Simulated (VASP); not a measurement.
# C (Fd-3m) in VASP: a series of runs

Aim: see how the results for C move with the level of theory and the settings. Levels: PBE, LDA. Tasks: single point.

Everything below comes from runs of VASP 6.6.1. Logs are shortened: lines on timing, memory, paths and dates and some standing lists are left out, and cuts for length are marked.

## Step 1: Starting point

The structure is cubic, space group Fd-3m (No. 227). Conventional cell: a = 3.567 Å, b = 3.567 Å, c = 3.567 Å, α = 90.00°, β = 90.00°, γ = 90.00°. C (site symmetry -43m) is surrounded by 4 C at 1.54 Å.

This isn't the form of C at room conditions, which is graphite.

## Step 2: Single point, PBE

INCAR reads:

```
SYSTEM = C
ALGO     = Normal         ! electronic algorithm
EDIFF    = 1E-6           ! SCF threshold, eV
ENCUT    = 520            ! plane-wave cutoff, eV
GGA      = PE             ! functional
ISIF     = 2              ! what is computed and relaxed
ISMEAR   = 0              ! smearing method
LASPH    = .True.         ! aspherical terms in the spheres
LCHARG   = .False.        ! write CHGCAR
LREAL    = .False.        ! projectors in reciprocal space
LWAVE    = .False.        ! write WAVECAR
NBANDS   = 11             ! bands
NELM     = 100            ! most SCF steps
PREC     = Accurate       ! precision mode
SIGMA    = 0.023          ! smearing width, eV
```

KPOINTS reads:

```
k-points
0
Gamma
  13 13 13
  0 0 0
```

POSCAR reads:

```
C
1.0
    0.0000000000      1.7833700000      1.7833700000
    1.7833700000      0.0000000000      1.7833700000
    1.7833700000      1.7833700000      0.0000000000
C
2
Direct
    0.7500000000      0.7500000000      0.7500000000
    0.5000000000      0.5000000000      0.5000000000
```

Potentials or basis: VASP PAW PBE potentials, release 64 (C).

Run with:

```console
$ cat potpaw_PBE.64/C/POTCAR > POTCAR
$ mpirun -np 1 vasp_std > vasp.out
```

OUTCAR:

```text
SYSTEM = C
   EDIFF = 1E-6
   ENCUT = 520
   GGA = PE
   ISIF = 2
   ISMEAR = 0
   LASPH = .True.
   LREAL = .False.
   NELM = 100
   PREC = Accurate

 ion  position               nearest neighbor table
   1  0.750  0.750  0.750-   2 1.54   2 1.54   2 1.54   2 1.54
   2  0.500  0.500  0.500-   1 1.54   1 1.54   1 1.54   1 1.54

  LATTYP: Found a face centered cubic cell.
 ALAT       =     3.5667400000

  Lattice vectors:

 A1 = (   0.0000000000,   1.7833700000,   1.7833700000)
 A2 = (   1.7833700000,   0.0000000000,   1.7833700000)
 A3 = (   1.7833700000,   1.7833700000,   0.0000000000)

Analysis of symmetry for initial positions (statically):
=====================================================================
 Subroutine PRICEL returns:
 Original cell was already a primitive cell.

 Routine SETGRP: Setting up the symmetry group for a
 face centered cubic supercell.

 Subroutine GETGRP returns: Found 48 space group operations
 (whereof 24 operations were pure point group operations)
 out of a pool of 48 trial point group operations.

The static configuration has the point symmetry T_d .
 The point group associated with its full space group is O_h .

Analysis of symmetry for dynamics (positions and initial velocities):
=====================================================================
 Subroutine PRICEL returns:
 Original cell was already a primitive cell.

 Routine SETGRP: Setting up the symmetry group for a
 face centered cubic supercell.

 Subroutine GETGRP returns: Found 48 space group operations
 (whereof 24 operations were pure point group operations)
 out of a pool of 48 trial point group operations.

The dynamic configuration has the point symmetry T_d .
 The point group associated with its full space group is O_h .

 Subroutine INISYM returns: Found 48 space group operations
 (whereof 24 operations are pure point group operations),
 and found     1 'primitive' translations

----------------------------------------------------------------------------------------

                                     Primitive cell

  volume of cell :      11.3437

  direct lattice vectors                    reciprocal lattice vectors
     0.000000000  1.783370000  1.783370000    -0.280368067  0.280368067  0.280368067
     1.783370000  0.000000000  1.783370000     0.280368067 -0.280368067  0.280368067
     1.783370000  1.783370000  0.000000000     0.280368067  0.280368067 -0.280368067

  length of vectors
[... 116 lines left out ...]
   POTIM  = 0.5000    time-step for ionic-motion
   TEBEG  =    0.0;   TEEND  =   0.0 temperature during run
   PSTRESS=    0.0 pullay stress
   NELECT =       8.0000    total number of electrons
   NUPDOWN=      -1.0000    fix difference up-down
   EMIN   =  10.00;   EMAX   =-10.00  energy-range for DOS
   EFERMI =   0.00;   METHOD = LEGACY
   ISMEAR =     0;   SIGMA  =   0.02  broadening in eV -4-tet -1-fermi 0-gaus
   EFERMI_NEDOS =   21; number of points for ismear=-14 and -15
   IALGO  =     38    algorithm
   IMIX   =      4    mixing-type and parameters
     AMIX     =   0.40;   BMIX     =  1.00
     AMIX_MAG =   1.60;   BMIX_MAG =  1.00
  volume/ion in A,a.u.               =       5.67        38.28
  Fermi-wavevector in a.u.,A,eV,Ry     =   1.457203  2.753714 28.891161  2.123440
  Thomas-Fermi vector in A             =   2.574032
   LORBIT       =      0    0 simple, 1 ext, 2 COOP (PROOUT), +10 PAW based schemes
   GGA     = PE    functional components
   LHFCALC =     F    Hartree Fock is set to
   AEXX    =    0.0000 exact exchange contribution
   IVDW    =     0    specifies the selected vdW correction
   LEPSILON=     F    determine dielectric tensor
   LRPA    =     F    only Hartree local field effects (RPA)
 non-spin polarized calculation
 Gauss-broadening in eV      SIGMA  =   0.02
  energy-cutoff  :      520.00
  volume of cell :       11.34
 maximum number of plane-waves:       322
   NGX =  9   NGY =  9   NGZ =  9

 number of electron       7.9999999 magnetization

 Free energy of the ion-electron system (eV)
  ---------------------------------------------------
  ext. energy  EPLUGINS =         0.00000000
  ---------------------------------------------------
  free energy    TOTEN  =       -18.18525573 eV

  energy without entropy =      -18.18525573  energy(sigma->0) =      -18.18525573

 E-fermi :   9.8941     XC(G=0): -13.2509

 val. band max:        9.7301062733   @ k =   0.0000   0.0000   0.0000
 cond. band min:      13.8718908178   @ k =   0.3846   0.3846   0.0000
 fundamental gap:      4.1417845445
 Fermi energy:         9.8941006824

 k-point     1 :       0.0000    0.0000    0.0000
  band No.  band energies     occupation
      1     -11.7473      2.00000
      2       9.7301      2.00000
      3       9.7301      2.00000
      4       9.7301      2.00000
      5      15.3200      0.00000
      6      15.3200      0.00000
      7      15.3200      0.00000
      8      23.0620      0.00000
      9      29.0239      0.00000
     10      36.2645      0.00000
     11      36.2645      0.00000
[... 533 lines left out ...]
 k-point    40 :       0.4615    0.3077    0.0000
  band No.  band energies     occupation
      1      -6.0601      2.00000
      2       0.3410      2.00000
      3       2.7501      2.00000
      4       4.2499      2.00000
      5      14.9766      0.00000
      6      18.1616      0.00000
      7      24.0869      0.00000
      8      24.3212      0.00000
      9      31.3339      0.00000
     10      32.8090      0.00000
     11      39.4626      0.00000

 [... further k-points ...]

------------------------ aborting loop because EDIFF is reached ----------------------------------------

  FORCE on cell =-STRESS in cart. coord.  units (eV):
  Direction    XX          YY          ZZ          XY          YZ          ZX
  --------------------------------------------------------------------------------------
  -------------------------------------------------------------------------------------
  Total        0.1739825      0.1739825      0.1739825     -0.0000000     -0.0000000      0.0000000
  in kB       24.5732070     24.5732070     24.5732070     -0.0000000     -0.0000000      0.0000000
  external PRESSURE =      24.5732070 kB  Pullay stress =       0.0000000 kB

 VOLUME and BASIS-vectors are now :
 -----------------------------------------------------------------------------
  energy-cutoff  :      520.00
  volume of cell :       11.34
      direct lattice vectors                 reciprocal lattice vectors
     0.000000000  1.783370000  1.783370000    -0.280368067  0.280368067  0.280368067
     1.783370000  0.000000000  1.783370000     0.280368067 -0.280368067  0.280368067
     1.783370000  1.783370000  0.000000000     0.280368067  0.280368067 -0.280368067

 POSITION                                       TOTAL-FORCE (eV/Angst)
 -----------------------------------------------------------------------------------
      2.67505      2.67505      2.67505         0.000000      0.000000      0.000000
      1.78337      1.78337      1.78337        -0.000000     -0.000000     -0.000000
 -----------------------------------------------------------------------------------
    total drift:                                0.000000     -0.000000      0.000000

  FREE ENERGIE OF THE ION-ELECTRON SYSTEM (eV)
  ---------------------------------------------------
  free  energy   TOTEN  =       -18.1852557273 eV

  energy  without entropy=      -18.1852557273  energy(sigma->0) =      -18.18525573
```

stdout:

```text
POSCAR found type information on POSCAR C
 POSCAR found :  1 types and       2 ions
 scaLAPACK will be used
 LDA part: xc-table for (Slater+PW92), standard interpolation
 POSCAR, INCAR and KPOINTS ok, starting setup
 FFT: planning ... GRIDC
 FFT: planning ... GRID_SOFT
 FFT: planning ... GRID
 WAVECAR not read
 entering main loop
```

It took 9.7 s on 1 thread of Intel Xeon Platinum 8488C (Sapphire Rapids), shared host; peak memory 0.12 GiB.

What came out:

```yaml
Free_energy: -18.1853 eV
Pressure: 2.5 GPa
Band_gap_on_the_k_mesh: 4.14 eV, indirect (least direct gap 5.59 eV)
```

Caveat: an odd mesh through Γ misses points on the zone boundary, where band edges often lie.

## Step 3: Single point, LDA (grid = ENCUT=400 dk=1.6 cell=2x2x2 ISMEAR=0 SIGMA=0.05 LREAL=Auto EDIFF=1e-06)

INCAR reads:

```
SYSTEM = C
PREC     = Accurate       ! precision mode
ENCUT    = 400            ! plane-wave cutoff, eV
EDIFF    = 1E-6           ! SCF threshold, eV
ISMEAR   = 0              ! smearing method
SIGMA    = 0.05           ! smearing width, eV
LREAL    = Auto         
LASPH    = .True.         ! aspherical terms in the spheres
NELM     = 120            ! most SCF steps
ALGO     = Fast           ! electronic algorithm
ISIF     = 2              ! what is computed and relaxed
LWAVE    = .False.        ! write WAVECAR
LCHARG   = .False.        ! write CHGCAR
NBANDS   = 40             ! bands
```

KPOINTS reads:

```
regular mesh
0
Gamma
  1 1 1
  0 0 0
```

POSCAR reads:

```
C
1.0
    0.0000000000      3.5667400000      3.5667400000
    3.5667400000      0.0000000000      3.5667400000
    3.5667400000      3.5667400000      0.0000000000
C
16
Direct
    0.3750000000      0.3750000000      0.3750000000
    0.3750000000      0.3750000000      0.8750000000
    0.3750000000      0.8750000000      0.3750000000
    0.3750000000      0.8750000000      0.8750000000
    0.8750000000      0.3750000000      0.3750000000
    0.8750000000      0.3750000000      0.8750000000
    0.8750000000      0.8750000000      0.3750000000
    0.8750000000      0.8750000000      0.8750000000
    0.2500000000      0.2500000000      0.2500000000
    0.2500000000      0.2500000000      0.7500000000
    0.2500000000      0.7500000000      0.2500000000
    0.2500000000      0.7500000000      0.7500000000
    0.7500000000      0.2500000000      0.2500000000
    0.7500000000      0.2500000000      0.7500000000
    0.7500000000      0.7500000000      0.2500000000
    0.7500000000      0.7500000000      0.7500000000
```

Potentials or basis: VASP PAW LDA potentials, release 64 (C).

Run with:

```console
$ cat potpaw_LDA.64/C/POTCAR > POTCAR
$ mpirun -np 1 vasp_std > vasp.out
```

OUTCAR:

```text
SYSTEM = C
   PREC = Accurate
   ENCUT = 400
   EDIFF = 1E-6
   ISMEAR = 0
   LREAL = Auto
   LASPH = .True.
   NELM = 120
   ISIF = 2

 Found      1 irreducible k-points:

 Following reciprocal coordinates:
            Coordinates               Weight
  0.000000  0.000000  0.000000      1.000000
   k-points           NKPTS =      1   k-points in BZ     NKDIM =      1   number of bands    NBANDS=     40
   number of dos      NEDOS =    301   number of ions     NIONS =     16
   total plane-waves  NPLWV =  46656
   dimension x,y,z NGX =    36 NGY =   36 NGZ =   36
   dimension x,y,z NGXF=    72 NGYF=   72 NGZF=   72
   ions per type =              16
   NGX,Y,Z   is equivalent  to a cutoff of  11.86, 11.86, 11.86 a.u.
   NGXF,Y,Z  is equivalent  to a cutoff of  23.73, 23.73, 23.73 a.u.
 SYSTEM =  C
   PREC   = accura    normal or accurate (medium, high low for compatibility)
   ISTART =      0    job   : 0-new  1-cont  2-samecut
   ICHARG =      2    charge: 1-file 2-atom 10-const
   ISPIN  =      1    spin polarized calculation?
   LNONCOLLINEAR =      F non collinear calculations
   LSORBIT =      F    spin-orbit coupling
   LASPH  =      T    aspherical Exc in radial PAW
   ENCUT  =  400.0 eV  29.40 Ry    5.42 a.u.   8.23  8.23  8.23*2*pi/ulx,y,z
[... 62 lines left out ...]
      2      -5.4906      2.00000
      3      -5.4906      2.00000
      4      -5.4906      2.00000
      5      -5.4905      2.00000
      6      -3.4419      2.00000
[... 32 lines left out ...]
     39      15.5626      0.00000
     40      15.5626      0.00000

------------------------ aborting loop because EDIFF is reached ----------------------------------------

  FORCE on cell =-STRESS in cart. coord.  units (eV):
  Direction    XX          YY          ZZ          XY          YZ          ZX
  --------------------------------------------------------------------------------------
  -------------------------------------------------------------------------------------
  Total        7.3298278      7.3298278      7.3298278      0.0000000      0.0000000      0.0000000
  in kB      129.4076652    129.4076652    129.4076652      0.0000000      0.0000000      0.0000000
  external PRESSURE =     129.4076652 kB  Pullay stress =       0.0000000 kB

 VOLUME and BASIS-vectors are now :
 -----------------------------------------------------------------------------
  energy-cutoff  :      400.00
  volume of cell :       90.75
      direct lattice vectors                 reciprocal lattice vectors
     0.000000000  3.566740000  3.566740000    -0.140184034  0.140184034  0.140184034
     3.566740000  0.000000000  3.566740000     0.140184034 -0.140184034  0.140184034
     3.566740000  3.566740000  0.000000000     0.140184034  0.140184034 -0.140184034

 POSITION                                       TOTAL-FORCE (eV/Angst)
 -----------------------------------------------------------------------------------
      2.67505      2.67505      2.67505         0.000000      0.000000      0.000000
      4.45843      4.45843      2.67505         0.000000      0.000000      0.000000
      4.45843      2.67505      4.45843         0.000000      0.000000      0.000000
      6.24179      4.45843      4.45843         0.000000      0.000000      0.000000
      2.67505      4.45843      4.45843         0.000000      0.000000      0.000000
      4.45843      6.24179      4.45843        -0.000000      0.000000      0.000000
[... 8 lines left out ...]
      3.56674      3.56674      5.35011        -0.000000     -0.000000     -0.000000
      5.35011      5.35011      5.35011        -0.000000     -0.000000     -0.000000
 -----------------------------------------------------------------------------------
    total drift:                                0.000000     -0.000000     -0.000000

  FREE ENERGIE OF THE ION-ELECTRON SYSTEM (eV)
  ---------------------------------------------------
  free  energy   TOTEN  =      -136.5034145352 eV

  energy  without entropy=     -136.5034145352  energy(sigma->0) =     -136.50341454
```

OSZICAR:

```text
N       E                     dE             d eps       ncg     rms          rms(c)
DAV:   1     0.154600698566E+03    0.15460E+03   -0.28737E+04    80   0.124E+03
DAV:   2    -0.131940877522E+03   -0.28654E+03   -0.27262E+03   104   0.250E+02
DAV:   3    -0.145937119278E+03   -0.13996E+02   -0.13885E+02   104   0.537E+01
DAV:   4    -0.146147748212E+03   -0.21063E+00   -0.20977E+00   104   0.680E+00
DAV:   5    -0.146152029135E+03   -0.42809E-02   -0.42780E-02    96   0.944E-01    0.188E+01
RMM:   6    -0.139113553064E+03    0.70385E+01   -0.44068E+00    81   0.100E+01    0.110E+01
RMM:   7    -0.136482259756E+03    0.26313E+01   -0.69303E+00    87   0.132E+01    0.234E+00
RMM:   8    -0.136504578544E+03   -0.22319E-01   -0.30346E-01    83   0.360E+00    0.549E-01
RMM:   9    -0.136503148871E+03    0.14297E-02   -0.60375E-02    86   0.143E+00    0.196E-01
RMM:  10    -0.136503445990E+03   -0.29712E-03   -0.74950E-03    86   0.485E-01    0.149E-01
RMM:  11    -0.136503375908E+03    0.70081E-04   -0.16072E-03    90   0.208E-01    0.168E-02
RMM:  12    -0.136503407273E+03   -0.31365E-04   -0.30436E-04    91   0.883E-02    0.197E-02
RMM:  13    -0.136503416101E+03   -0.88275E-05   -0.61449E-05    87   0.369E-02    0.541E-02
RMM:  14    -0.136503414389E+03    0.17113E-05   -0.16452E-05    78   0.207E-02    0.100E-02
RMM:  15    -0.136503414535E+03   -0.14573E-06   -0.46766E-06    60   0.859E-03
   1 F= -.13650341E+03 E0= -.13650341E+03  d E =-.245841E-13
```

It took 12 s on 1 thread of Intel Xeon Platinum 8259CL at 2.50GHz (Skylake/Cascade Lake), shared host; peak memory 0.16 GiB.

These settings aren't checked as converged: the numbers below hold their error.

Results:

| Quantity | Value |
| --- | --- |
| Free energy | -136.5034 eV |
| Band gap on the k mesh | 4.42 eV |

Caveat: the k mesh is coarse (spacing up to 1.53 Å⁻¹), so the values aren't converged; the cutoff is under 1.25 times the usual one of these potentials, so pressure, stress and relaxed cells hold a basis-set (Pulay) error; an odd mesh through Γ misses points on the zone boundary, where band edges often lie.

[end of part 1 of 2]
